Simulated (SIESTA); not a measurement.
## CdO2: equation of state with LDA

CdO2:

```
Cd O
1.0
     3.47623    0.00000    0.00000
    -1.73811    3.01050    0.00000
     0.00000    0.00000    4.14808
Cd O
1 2
Direct
  0.00000 0.00000 0.00000
  0.33333 0.66667 0.24422
  0.66667 0.33333 0.75578
```

The cell comes from a database or a generator and needn't be the stable form of this composition.

- Program: SIESTA 5.4.2
- Task: equation of state
- Functional: LDA
- Potentials or basis: PseudoDojo 0.4 standard (LDA files)
- Basis: DZP (energy shift 0.003 Ry; two zetas on semicore shells)
- Grid cutoff: 800 Ry
- Energy shift: 0.003 Ry
- k mesh: 9 × 9 × 7
- Occupations: fermi-dirac, width 0.05 eV
- Spin: no spin polarisation

- Equilibrium volume: 12.58 Å³/atom (rough: see the caveat)
- Bulk modulus at fixed shape and positions: 135 GPa (rough)

Energy against volume, from the lowest point:
```
volume (Å³/atom)  energy (meV/atom)
          13.602               0.00
          13.891              17.34
          14.181              37.70
          14.470              60.67
          14.760              85.92
          15.049             113.13
          15.338             142.02
```

All runs of the series together: 3.1 min on 1 thread of Arm Neoverse V1, with other jobs on the host.

Caveat: the minimum lies outside the volumes run; the cell was scaled at fixed shape and fractional positions, which overstates the stiffness of a crystal with free parameters, most of all of layers and chains; the basis of atomic orbitals isn't converged, which shifts pressures, moduli and gaps.
